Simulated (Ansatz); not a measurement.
Crystal: AlCu.

```
Al Cu
1.0
     0.00000    2.25677    2.25677
     2.25677    0.00000    2.25677
     2.25677    2.25677    0.00000
Al Cu
1 1
Direct
  0.75000 0.75000 0.75000
  0.00000 0.00000 0.00000
```

The cell was built by a generator and needn't be a form met in nature.

```yaml
Program: Ansatz 0.2.0
Task: relaxation of cell and atoms
Functional: HF
Potentials_or_basis: Ansatz PAW
Cutoff: "420 eV (not typed: the program's choice for these potentials)"
k_mesh: 5 × 5 × 5
Occupations: fermi-dirac, width 0.05 eV
Spin: no spin polarisation
```

At the start: volume 11.49 Å³/atom.

Question: Where does the relaxation end?

Answer: It ends after 16 steps and the volume is 26.29 Å³/atom (+128.7 %); space group F-43m (No. 216, to 0.05 Å).

The path:
| step | energy change (eV) | largest force (eV/Å) | volume (Å³) |
| --- | --- | --- | --- |
| 1 | 0.0000 | 0.0000 | 22.99 |
| 2 | -2.0653 | 0.0000 | 26.52 |
| 3 | -3.4172 | 0.0000 | 30.39 |
| 4 | -4.2568 | 0.0000 | 34.73 |
| 5 | -4.6109 | 0.0000 | 39.35 |
| 6 | -4.6200 | 0.0000 | 40.55 |
| 7 | -4.6208 | 0.0000 | 40.38 |
| 8 | -4.8727 | 0.0000 | 40.38 |
| 9 | -4.9901 | 0.0000 | 42.92 |
| 10 | -5.0952 | 0.0000 | 48.18 |
| 11 | -5.1978 | 0.0000 | 50.35 |
| 12 | -5.1838 | 0.0000 | 56.23 |
| 13 | -5.2018 | 0.0000 | 53.35 |
| 14 | -5.2321 | 0.0000 | 53.35 |
| 15 | -5.2354 | 0.0000 | 52.57 |
| 16 | -5.2327 | 0.0000 | 52.57 |

Final structure:
```
Al Cu
1.0
     0.00000    2.97333    2.97333
     2.97333    0.00000    2.97333
     2.97333    2.97333    0.00000
Al Cu
1 1
Direct
  0.75000 0.75000 0.75000
  0.00000 0.00000 0.00000
```

Caveat: the k mesh is coarse (spacing up to 0.48 Å⁻¹), so the values aren't converged, least of all with exact exchange; the volume moved by over 15 % at a fixed basis, so the end points are rough; the plane-wave basis is chosen anew once the cell has moved, so the energies of steps on either side of that aren't comparable; the pressure holds a Pulay correction of +0.5 GPa for the finite cutoff; the PAW data sets come from PBE, with cores solved anew for the run's functional, which leaves a small shift of forces and pressure.
